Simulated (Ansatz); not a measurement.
## In2Se2 monolayer in a perpendicular field

What dipole does a perpendicular field induce in the In2Se2 monolayer, and does the gap follow? A positive field points along +c.

Calculated with Ansatz 0.2.0; plane-wave DFT, PBE-D3(BJ), Ansatz PAW (set soft_1); PAW set soft_1.

## 1. Starting point

The cell holds 4 atoms: 2 Se and 2 In. Its edges and angles: a = 4.134 Å, b = 4.134 Å, c = 41.243 Å, α = 90.0°, β = 90.0°, γ = 120.0°. Vacuum lies along c.

## 2. Relaxation

The starting cell is a guess, so the in-plane lattice and the atoms are relaxed first, with the slab cut off from its images along the normal.

input.yaml

```yaml
crystal:
  lattice:
    - [4.134, 0.0, 0.0]
    - [-2.067, 3.5801490192, 0.0]
    - [0.0, 0.0, 41.2429094638]
  atoms:
    - { symbol: Se, position: [0.3333333333, 0.6666666667, 0.4376509862] }
    - { symbol: In, position: [0.0, 0.0, 0.4655698393] }
    - { symbol: In, position: [0.0, 0.0, 0.5344301607] }
    - { symbol: Se, position: [0.3333333333, 0.6666666667, 0.5623490138] }
  periodic: [true, true, false]
kpoints:
  mp_grid: { grid: [12, 12, 1] }
hamiltonian:
  xc: pbe
  dispersion: d3bj
  pseudopotentials: { kind: paw, azcp: { folder: soft_1 } }
scf:
  occupations: { method: fermi_dirac, width: 0.05 }
  convergence: { dr2_threshold: 1.0e-09 }
relax:
  f_tol: 0.004
  max_steps: 90
  cell: {}
output:
  write_potential: true
  write_density: true
  volumetric_format: npy
```

The run is started by

```sh
> ansatz run input.yaml --threads 2 --pin off --max-ram 3072MiB --backend cpu --events-out ev --progress --plain --runs-dir out
```

Numbers of over 12 decimals in the logs are rounded to 6 here.

What it wrote:

```text
Warning: relax.cell: scf.convergence.dr2_threshold = 1e-9 eV is looser than the 1.74438096847e-10 eV advised for a relaxation that steers and ends on the stress (1e-10 eV for each atom of the cell: 4, times the square of relax.cell.stress_2d_tol = 0.05 N/m over 15.1 Å (the atoms' height at the walk's start and 5 Å past either face), 3.302e-2 GPa, over a crystal's default 0.05). What an SCF threshold leaves in a stress goes as its square root, and in the free energy as the threshold itself, and one threshold admits the most on a small cell: [figures from the program's tests cut] Set scf.convergence.dr2_threshold to 1.74438096847e-10 eV or tighter. [rest of the remark cut]
Engine: ansatz 0.2.0, aarch64-unknown-linux-gnu
Pseudopotentials: kind: paw
Pseudopotential: Se, paw, valence charge 16, recommended cutoff 420 eV (normal), soft_1/Se.paw.azcp
Pseudopotential: In, paw, valence charge 13, recommended cutoff 420 eV (normal), soft_1/In.paw.azcp
Functional definition: PBE
  parameter kappa = 0.804
  parameter beta = 0.066725
  exchange = pbe_x(kappa = kappa, mu = beta*pi^2/3)
  correlation = pbe_c(beta = beta)
Crystal: 4 atoms, lattice volume = 610.409 Å³
Basis set: ecut = 420 eV, 11765 PW (Γ), exchange–correlation on 60×60×576 points (8 copies of the dense FFT grid, shifted against one another)
Bands: 35, of which v1, the nominal top of the filled ones, is band 29 counted from 1 (28 counted from 0)
Symmetry: 12 space group operations
Space group: P-6m2 (ITA 187), of the structure as read, at distance tolerance 8.5e-5 Å
k-points: 19 of 144 (time reversal used)
Non-local potential: Se, projectors of the file, l = 0: 2, l = 1: 2, l = 2: 3, l = 3: 1
Non-local potential: In, projectors of the file, l = 0: 2, l = 1: 2, l = 2: 2, l = 3: 1
PAW form: soft (Blöchl's): semilocal exchange-correlation on the pseudo side does not see the compensation charge
PAW one-centre angular grid: Se, 590 points (default); XC on 64 Gauss nodes
PAW one-centre angular grid: In, 590 points (default); XC on 64 Gauss nodes
Initial density: superposition of atomic densities (neutral atoms: chi_scale 0, normalization atom)
Initial wavefunctions: pseudopotential atomic-orbital guess
Functional: x = pbe(κ = 0.804, μ = 0.219515), c = pbe(β = 0.066725)
SCF iter   1: F=—  HF=-22137.361351 eV  |F-HF|=—  |Δ(HF+E_count)|=         —  Δρ=1.30e-2  dr2=1.90e0  ethr=3.10e-3  ⟨swp⟩=14.1  Hψ=3978  notcnv=0
preconditioner: auto → Resta (q_TF=auto, 1.843 Å⁻¹)  ε∞=1.5  [insulator: Δε(μ)=1.140 eV  Ē_g=13.556 eV  σ=0.050 eV  W_gap=1.00  n_scr=66 (ndim 8)  ℏωp=9.3 eV  f_vac=0.780  D(μ)=0.00/eV (n_scr^D=0)  ε∞_Penn≈1.5  vacuum switching on, ρ_ref=1.3e-2 e/Å³]
SCF iter   2: F=—  HF=-22136.953638 eV  |F-HF|=—  |Δ(HF+E_count)|=   4.08e-1  Δρ=6.42e-3  dr2=5.17e-1  ethr=3.10e-3  ⟨swp⟩=4.1  Hψ=1323  notcnv=0  defer=19
SCF iter   3: F=—  HF=-22136.900211 eV  |F-HF|=—  |Δ(HF+E_count)|=   5.34e-2  Δρ=3.73e-3  dr2=1.43e-1  ethr=8.92e-4  ⟨swp⟩=4.1  Hψ=1334  notcnv=0  defer=19
SCF iter   4: F=—  HF=-22136.886212 eV  |F-HF|=—  |Δ(HF+E_count)|=   1.40e-2  Δρ=1.59e-3  dr2=1.76e-2  ethr=2.46e-4  ⟨swp⟩=3.1  Hψ=1129  notcnv=0  defer=19
SCF iter   5: F=—  HF=-22136.885825 eV  |F-HF|=—  |Δ(HF+E_count)|=   3.87e-4  Δρ=3.85e-4  dr2=9.33e-4  ethr=3.03e-5  ⟨swp⟩=2.7  Hψ=1044  notcnv=0  defer=19
SCF iter   6: F=—  HF=-22136.886029 eV  |F-HF|=—  |Δ(HF+E_count)|=   2.04e-4  Δρ=9.43e-5  dr2=4.03e-5  ethr=1.61e-6  ⟨swp⟩=3.3  Hψ=1400  notcnv=0  defer=19
SCF iter   7: F=—  HF=-22136.886088 eV  |F-HF|=—  |Δ(HF+E_count)|=   5.97e-5  Δρ=2.72e-5  dr2=3.68e-6  ethr=6.95e-8  ⟨swp⟩=3.2  Hψ=1152  notcnv=0  defer=19
SCF iter   8: F=—  HF=-22136.886156 eV  |F-HF|=—  |Δ(HF+E_count)|=   6.78e-5  Δρ=3.59e-6  dr2=8.96e-8  ethr=6.35e-9  ⟨swp⟩=3.4  Hψ=1399  notcnv=0  defer=19
SCF iter   9: F=—  HF=-22136.886156 eV  |F-HF|=—  |Δ(HF+E_count)|=   9.24e-8  Δρ=1.96e-6  dr2=2.56e-8  ethr=1.55e-10  ⟨swp⟩=2.7  Hψ=1440  notcnv=0  defer=19
SCF iter  10: F=-22136.886156 eV  HF=-22136.886156 eV  |F-HF|=2.91e-10  |Δ(HF+E_count)|=   6.36e-9  Δρ=3.81e-7  dr2=7.17e-10  ethr=1.72e-12  ⟨swp⟩=9.3  Hψ=5363  notcnv=0
SCF 1 converged in 10 iterations: F = -22136.886156 eV  dr2 = 7.17e-10
  greatest PAW one-centre occupation: 1.000 electrons in one spin orbital (limit 2), on the Se atom at site 0 (counted from 0), in its partial waves of l = 2
relax step   1: F+E_penalty+E_count = -22136.88615636 eV  Δ(F+E_penalty+E_count) = +0.000e0 eV  max|allowed force component| = 6.325e-1 eV/Å  Δτ_max = 0.0000 Å  P = -0.249 N/m  Ω = 610.409 Å³  fix = [c, alpha, beta]  reactions: c +0.000 N/m  (10 SCF iters, accepted)
Crystal: 4 atoms, lattice volume = 587.904 Å³
Basis set: ecut = 420 eV, 11489 PW (Γ), exchange–correlation on 60×60×576 points (8 copies of the dense FFT grid, shifted against one another)
Initial density: handed on by an earlier stage of this run
Initial wavefunctions: those handed on with the density
iter 1 solved again at ethr=2.42e-4 eV; its pass at ethr=3.10e-3 eV (dr2=1.40e-1 eV) is discarded
SCF iter   1: F=—  HF=-22136.853607 eV  |F-HF|=—  |Δ(HF+E_count)|=         —  Δρ=3.39e-3  dr2=1.40e-1  ethr=2.42e-4  ⟨swp⟩=2.1  Hψ=4407  notcnv=0
preconditioner: auto → Resta (q_TF=auto, 1.855 Å⁻¹)  ε∞=1.5  [insulator: Δε(μ)=1.785 eV  Ē_g=13.620 eV  σ=0.050 eV  W_gap=1.00  n_scr=66 (ndim 8)  ℏωp=9.4 eV  f_vac=0.777  D(μ)=0.00/eV (n_scr^D=0)  ε∞_Penn≈1.5  vacuum switching on, ρ_ref=1.3e-2 e/Å³]
SCF iter   2: F=—  HF=-22136.832551 eV  |F-HF|=—  |Δ(HF+E_count)|=   2.11e-2  Δρ=2.12e-3  dr2=8.04e-2  ethr=2.42e-4  ⟨swp⟩=4.2  Hψ=1154  notcnv=0
SCF iter   3: F=—  HF=-22136.820174 eV  |F-HF|=—  |Δ(HF+E_count)|=   1.24e-2  Δρ=1.11e-3  dr2=1.27e-2  ethr=1.39e-4  ⟨swp⟩=3.5  Hψ=1207  notcnv=0  defer=20
SCF iter   4: F=—  HF=-22136.818517 eV  |F-HF|=—  |Δ(HF+E_count)|=   1.66e-3  Δρ=3.66e-4  dr2=1.29e-3  ethr=2.19e-5  ⟨swp⟩=2.7  Hψ=1134  notcnv=0  defer=20
SCF iter   5: F=—  HF=-22136.818501 eV  |F-HF|=—  |Δ(HF+E_count)|=   1.61e-5  Δρ=1.05e-4  dr2=5.07e-5  ethr=2.23e-6  ⟨swp⟩=2.7  Hψ=916  notcnv=0  defer=20
SCF iter   6: F=—  HF=-22136.818496 eV  |F-HF|=—  |Δ(HF+E_count)|=   4.27e-6  Δρ=1.56e-5  dr2=1.81e-6  ethr=8.74e-8  ⟨swp⟩=2.9  Hψ=1301  notcnv=0  defer=20
SCF iter   7: F=—  HF=-22136.818564 eV  |F-HF|=—  |Δ(HF+E_count)|=   6.74e-5  Δρ=3.45e-6  dr2=6.10e-8  ethr=3.13e-9  ⟨swp⟩=3.2  Hψ=1340  notcnv=0  defer=20
SCF iter   8: F=—  HF=-22136.818564 eV  |F-HF|=—  |Δ(HF+E_count)|=   8.51e-8  Δρ=1.09e-6  dr2=5.47e-9  ethr=1.05e-10  ⟨swp⟩=2.9  Hψ=1352  notcnv=0  defer=20
[...]
preconditioner: auto → Resta (q_TF=auto, 1.849 Å⁻¹)  ε∞=1.5  [insulator: Δε(μ)=1.377 eV  Ē_g=13.794 eV  σ=0.050 eV  W_gap=1.00  n_scr=66 (ndim 8)  ℏωp=9.4 eV  f_vac=0.783  D(μ)=0.00/eV (n_scr^D=0)  ε∞_Penn≈1.5  vacuum switching on, ρ_ref=1.4e-2 e/Å³]
SCF iter   2: F=—  HF=-22136.958102 eV  |F-HF|=—  |Δ(HF+E_count)|=   9.81e-3  Δρ=1.25e-3  dr2=2.12e-2  ethr=8.69e-5  ⟨swp⟩=3.4  Hψ=1174  notcnv=0
SCF iter   3: F=—  HF=-22136.954656 eV  |F-HF|=—  |Δ(HF+E_count)|=   3.45e-3  Δρ=5.97e-4  dr2=4.33e-3  ethr=3.66e-5  ⟨swp⟩=3.1  Hψ=1195  notcnv=0  defer=2
SCF iter   4: F=—  HF=-22136.954038 eV  |F-HF|=—  |Δ(HF+E_count)|=   6.18e-4  Δρ=2.60e-4  dr2=8.17e-4  ethr=7.47e-6  ⟨swp⟩=1.8  Hψ=841  notcnv=0  defer=2
SCF iter   5: F=—  HF=-22136.953926 eV  |F-HF|=—  |Δ(HF+E_count)|=   1.12e-4  Δρ=6.79e-5  dr2=3.53e-5  ethr=1.41e-6  ⟨swp⟩=2.5  Hψ=959  notcnv=0  defer=2
SCF iter   6: F=—  HF=-22136.953918 eV  |F-HF|=—  |Δ(HF+E_count)|=   8.92e-6  Δρ=1.15e-5  dr2=8.78e-7  ethr=6.09e-8  ⟨swp⟩=2.9  Hψ=1146  notcnv=0  defer=2
SCF iter   7: F=—  HF=-22136.953983 eV  |F-HF|=—  |Δ(HF+E_count)|=   6.59e-5  Δρ=2.30e-6  dr2=3.16e-8  ethr=1.51e-9  ⟨swp⟩=3.2  Hψ=1238  notcnv=0  defer=2
SCF iter   8: F=—  HF=-22136.953983 eV  |F-HF|=—  |Δ(HF+E_count)|=   3.20e-8  Δρ=6.94e-7  dr2=1.86e-9  ethr=5.44e-11  ⟨swp⟩=3.0  Hψ=1264  notcnv=0  defer=2
SCF iter   9: F=-22136.953983 eV  HF=-22136.953983 eV  |F-HF|=1.64e-10  |Δ(HF+E_count)|=   3.23e-9  Δρ=1.15e-7  dr2=1.04e-10  ethr=1.72e-12  ⟨swp⟩=10.2  Hψ=4602  notcnv=0
SCF 3 converged in 9 iterations: F = -22136.953983 eV  dr2 = 1.04e-10
relax step   3: F+E_penalty+E_count = -22136.95398348 eV  Δ(F+E_penalty+E_count) = -6.783e-2 eV  max|allowed force component| = 7.426e-2 eV/Å  Δτ_max = 0.0849 Å  P = -0.909 N/m  Ω = 597.971 Å³  energy of the carried Pulay correction = +2.764e-4 eV  fix = [c, alpha, beta]  reactions: c +0.000 N/m  (9 SCF iters, accepted)
[...]
relax step   4: F+E_penalty+E_count = -22136.96641005 eV  Δ(F+E_penalty+E_count) = -1.243e-2 eV  max|allowed force component| = 8.351e-2 eV/Å  Δτ_max = 0.0357 Å  P = -0.585 N/m  Ω = 585.992 Å³  energy of the carried Pulay correction = +5.517e-4 eV  fix = [c, alpha, beta]  reactions: c +0.000 N/m  (8 SCF iters, accepted)
[...]
relax step   5: F+E_penalty+E_count = -22136.96958630 eV  Δ(F+E_penalty+E_count) = -3.176e-3 eV  max|allowed force component| = 9.844e-3 eV/Å  Δτ_max = 0.0008 Å  P = -0.026 N/m  Ω = 579.297 Å³  energy of the carried Pulay correction = +7.098e-4 eV  fix = [c, alpha, beta]  reactions: c +0.000 N/m  (7 SCF iters, accepted)
[...]
relax step   6: F+E_penalty+E_count = -22136.96959824 eV  Δ(F+E_penalty+E_count) = -1.194e-5 eV  max|allowed force component| = 3.680e-4 eV/Å  Δτ_max = 0.0004 Å  P = -0.001 N/m  Ω = 579.154 Å³  energy of the carried Pulay correction = +7.132e-4 eV  fix = [c, alpha, beta]  reactions: c +0.000 N/m  (5 SCF iters, accepted)
Basis set: ecut = 420 eV, 11369 PW (Γ), exchange–correlation on 54×54×576 points (8 copies of the dense FFT grid, shifted against one another)
Initial wavefunctions: pseudopotential atomic-orbital guess (no wavefunctions were taken with the density)
iter 1 solved again at ethr=1.68e-7 eV; its pass at ethr=3.10e-3 eV (dr2=9.76e-5 eV) is discarded
SCF iter   1: F=—  HF=-22136.968864 eV  |F-HF|=—  |Δ(HF+E_count)|=         —  Δρ=2.48e-5  dr2=6.68e-7  ethr=1.68e-7  ⟨swp⟩=5.9  Hψ=6679  notcnv=0
SCF iter   2: F=—  HF=-22136.968924 eV  |F-HF|=—  |Δ(HF+E_count)|=   5.98e-5  Δρ=1.20e-5  dr2=1.81e-7  ethr=1.15e-9  ⟨swp⟩=3.1  Hψ=1482  notcnv=0
SCF iter   3: F=—  HF=-22136.968924 eV  |F-HF|=—  |Δ(HF+E_count)|=   1.60e-7  Δρ=2.76e-6  dr2=3.72e-8  ethr=3.12e-10  ⟨swp⟩=3.0  Hψ=1147  notcnv=0
SCF iter   4: F=—  HF=-22136.968924 eV  |F-HF|=—  |Δ(HF+E_count)|=   1.10e-8  Δρ=1.14e-6  dr2=4.74e-8  ethr=6.42e-11  ⟨swp⟩=3.2  Hψ=1459  notcnv=0
SCF iter   5: F=-22136.968924 eV  HF=-22136.968924 eV  |F-HF|=1.20e-10  |Δ(HF+E_count)|=   7.88e-9  Δρ=2.47e-7  dr2=2.25e-10  ethr=1.72e-12  ⟨swp⟩=15.2  Hψ=5548  notcnv=0
SCF 7 converged in 5 iterations: F = -22136.968924 eV  dr2 = 2.25e-10
relax step   7: F+E_penalty+E_count = -22136.96892376 eV  Δ(F+E_penalty+E_count) = +6.745e-4 eV  max|allowed force component| = 4.372e-4 eV/Å  Δτ_max = 0.0000 Å  P = -0.003 N/m  Ω = 579.154 Å³  fix = [c, alpha, beta]  reactions: c +0.000 N/m  stress off target by 3.24e-3 N/m on what of the cell is left free  SCF on the basis re-selected at this cell (its energy is not comparable with the rows above)  (5 SCF iters)
basis re-selected at this cell: Δ(F+E_penalty+E_count) = +6.745e-4 eV, ΔP = -0.002 N/m vs the last step (what re-selecting the basis moved, of the pressure what is left beyond the Pulay correction that the steps carried, after the strain that the cell walked since its last selection, with what the two solves' SCF thresholds leave and, on support functions, any second-order correction that the steps lacked; it is no measure of the basis error at this ecutwfc). The dense FFT grid was sized anew with the basis: this SCF ran on 27×27×288 points, the steps before it on 30×30×288, so part of this shift can come from that change (see relax.cell in the input reference). [rest of the remark cut]
SCF converged after 5 iterations
Free energy (F): -22136.968924 eV
Harris-Foulkes:  -22136.968924 eV  (|F-HF|=1.20e-10)
Internal energy: -22136.968924 eV  (E = F + TS)
E sigma→0 (E₀):  -22136.968924 eV
Entropy (-TS):   -0.000000 eV (-0.000 meV/atom)
Fermi energy:    -5.098288 eV
--- Per-component energies (eV) ---
  E_band       = -1634.716578
  E_kinetic    = 657.139635
  E_local      = -175523.599582  (includes V_loc(G=0)·N_el)
  E_nonlocal   = -54.360230
  E_hartree    = 87287.952454
  E_xc         = -455.129241
  E_vxc        = -358.159740  (∫ρ·V_xc dr)
  E_paw        = -12679.372096  (= ΣΔE_a)
  E_vpaw       = -931.639663  (= ΣTr[D̂ρ^β])
  E_aug_tail   = -0.000453  (compensation charges beyond the density's cutoff)
  E_ewald      = 78631.286420
  E_disp       = -0.885832  (pairwise vdW)
  E_smearing   = -0.000000  (= −TS)
  E_closure    = -0.000000  (closes the sum)
  Σ components = -22136.968924   (vs F -22136.968924, Δ=0.00e0)
--- Forces (eV/Å), atoms counted from 1 ---
  atom   1  Se     0.00000000     0.00000000    -0.00043718
  atom   2  In    -0.00000000    -0.00000000     0.00003740
  atom   3  In    -0.00000000    -0.00000000    -0.00003740
  atom   4  Se     0.00000000     0.00000000     0.00043718
  max |Σ_I F_I| component: 6.14e-17 eV/Å
--- 2D stress c σ (N/m, compression-positive) ---
       -0.003243      -0.000000       0.000000
       -0.000000      -0.003243      -0.000000
        0.000000       0.000000       0.000000
  P = ½ c Tr σ = -0.0032 N/m
--- Band table (eV; the first three rows and the last of 19) ---
  k-point 0: bands = [... 25 lower, -6.4397, -6.3663, -6.3663, -6.0640, -4.3642, -3.1462, -0.9118, -0.9118, ... 2 higher]
  k-point 1: bands = [... 25 lower, -6.7632, -6.5259, -6.4424, -6.0156, -3.9966, -2.7636, -1.3256, -0.8435, ... 2 higher]
  k-point 2: bands = [... 25 lower, -7.3865, -6.7450, -6.6374, -5.9953, -3.4509, -2.4814, -1.5775, -0.7111, ... 2 higher]
  k-point 18: bands = [... 25 lower, -8.7212, -7.7088, -7.2515, -7.0615, -3.4193, -2.8835, -1.9471, -0.9400, ... 2 higher]
  the weakly bound empty levels are not read free of the cell's end (no_gap_told)
--- Relaxed structure (6 steps of the walk, 5 accepted, 1 SCFs on fresh bases) ---
  F+E_penalty+E_count = -22136.96892376 eV   max|allowed force component| = 4.372e-4 eV/Å   (the final SCF, on the basis selected at the relaxed cell)
  cell:  # Å, volume = 579.1541 Å³
    - [4.026773, 0.0, 0.0]
    - [-2.013386, 3.487287, 0.0]
    - [0.0, 0.0, 41.2429094638]
  atoms:
    - { symbol: Se, position: [0.333333, 0.666667, 0.434717] }
    - { symbol: In, position: [0, -3.700743415524893e-17, 0.466122] }
    - { symbol: In, position: [0, -3.700743415524893e-17, 0.533878] }
    - { symbol: Se, position: [0.333333, 0.666667, 0.565283] }
```

Elapsed: 100 s, on 2 threads of Arm Neoverse V2, shared host; peak memory 0.88 GiB.

Relaxation path:

```tsv
step	energy less that of the first step (eV)	largest force component (eV/Å)	volume (Å³)
1	0.0000	0.6325	610.41
2	0.0676	1.5226	587.90
3	-0.0678	0.0743	597.97
4	-0.0803	0.0835	585.99
5	-0.0834	0.0098	579.30
6	-0.0834	0.0004	579.15
7*	-0.0828	0.0004	579.15
```

Relaxation steps marked * repeat the geometry before them on a plane-wave basis chosen anew for their cell, so energy and pressure can jump there. Relaxation step 2 was tried and not accepted.

The run keeps the 12 symmetry operations that it works with, so distortions that break them were not tested.

```tsv
cell as run	before	after	change
a (Å)	4.134	4.027	-2.6 %
b (Å)	4.134	4.027	-2.6 %
```

The atoms that moved most (Å, along periodic axes as changes of fractional coordinates times the final cell, across vacuum about the mean position):

```tsv
atom	dx	dy	dz	length
Se1	0.000	0.000	-0.121	0.121
Se4	0.000	0.000	0.121	0.121
In2	0.000	0.000	0.023	0.023
In3	0.000	0.000	-0.023	0.023
```

The relaxed structure:

```xyz
4
Lattice="4.0268 0.0000 0.0000 -2.0134 3.4873 0.0000 0.0000 0.0000 41.2429" Properties=species:S:1:pos:R:3
Se    0.0000    2.3249   17.9290
In    0.0000    0.0000   19.2242
In    0.0000    0.0000   22.0187
Se    0.0000    2.3249   23.3139
```

The lattice constant a goes from 4.134 to 4.027 Å.

(Continued in part 2 of 2.)

[Logs are printed without paths, hosts, clocks, repeated set-up lines and the standing remarks that a program may print on its own settings, such as how far it seeks lower states.]

[Hosts, paths, dates, database ids (printed as entryN), source tags and the programs' standing remarks are cut or masked in the printed files.]

[Maps of the electrostatic potential energy from Ansatz leave out the sawtooth potential of an applied field or a dipole correction, so their vacuum need not be flat; planar profiles and work functions include it.]
